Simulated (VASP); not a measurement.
P: equation of state with PBE

The system is P, a slab with vacuum.

```
CELL_PARAMETERS angstrom
3.28373 0.00000 0.00000
0.00000 34.85703 0.00000
0.00000 0.00000 4.63208
ATOMIC_POSITIONS crystal
P 0.50000 0.97026 0.90785
P 0.50000 0.02974 0.09215
P 0.00000 0.02974 0.40785
P 0.00000 0.97026 0.59215
```

The slab is cut from a database's or a generator's crystal, which needn't be the stable form of the element.

```yaml
Program: VASP 6.6.1
Task: equation of state
Functional: PBE
Potentials_or_basis: VASP PAW PBE potentials, release 64 (P)
Cutoff: 520 eV
k_mesh: 8 × 1 × 6
Occupations: fermi-dirac, width 0.05 eV
Spin: no spin polarisation
Further_INCAR_settings: ALGO = Normal; EDIFF = 1e-07; NBANDS = 18
```

```
Equilibrium volume                        : 135.58 Å³/atom
Bulk modulus at fixed shape and positions : 10.7 GPa
Pressure derivative of the bulk modulus   : 4.4
```

Energy against volume, from the lowest point:
| volume (Å³/atom) | energy (meV/atom) |
| --- | --- |
| 124.595 | 34.56 |
| 127.246 | 19.14 |
| 129.897 | 8.55 |
| 132.548 | 2.32 |
| 135.199 | 0.00 |
| 137.850 | 1.20 |
| 140.501 | 5.57 |

All runs of the series together: 21 min on 1 thread of AMD EPYC 9R45 96-Core Processor (Zen 5) (shared host).

Caveat: the cell was scaled at fixed shape and fractional positions, which overstates the stiffness of a crystal with free parameters, most of all of layers and chains.
